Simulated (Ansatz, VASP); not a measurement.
# GaN in VASP and in Ansatz

```
Ga N
1.0
     3.08710    0.00000    0.00000
    -1.54355    2.67351    0.00000
     0.00000    0.00000    5.02986
Ga N
2 2
Cartesian
  0.0000 1.7823 5.0258
  1.5436 0.8912 2.5109
  0.0000 1.7823 1.8903
  1.5436 0.8912 4.4052
```

Change from the starting cell: strain -0.030 along x and y, -0.030 along z, atoms carried along.

Alike in both runs: task single point; functional PBEsol; k mesh 12 × 12 × 6; occupations gaussian, width 0.05 eV; no spin polarisation.

|  | VASP | Ansatz |
| --- | --- | --- |
| version | VASP 6.6.1 | Ansatz 0.2.0 |
| potentials or method | VASP PAW PBE potentials, release 64 (Ga_d, N) | scalar-relativistic, plane waves, PAW |
| plane-wave cutoff (eV) | 520 | 420 |
| valence electrons in the cell | 36 | 36 |

Ansatz gave:

* gap on the k mesh at the Fermi level (eV): 2.48
* least direct gap on the mesh (eV): 2.48
* pressure (GPa): 21.0
* largest component of the traceless stress (GPa): 0.07
* rms of the force components (eV/Å): 0.012

Task: What did VASP give for the same quantities?

Result: gap on the k mesh at the Fermi level (eV): 2.50; least direct gap on the mesh (eV): 2.50; pressure (GPa): 20.7; largest component of the traceless stress (GPa): 0.02; rms of the force components (eV/Å): 0.012.

Atom by atom the forces differ by 0.000 eV/Å (rms over components).

Caveats: so large a pressure means that the cell lies far from this level's equilibrium, or that cutoff or potentials fall short (VASP); the potentials were made for another functional, which shifts forces and pressure (VASP).
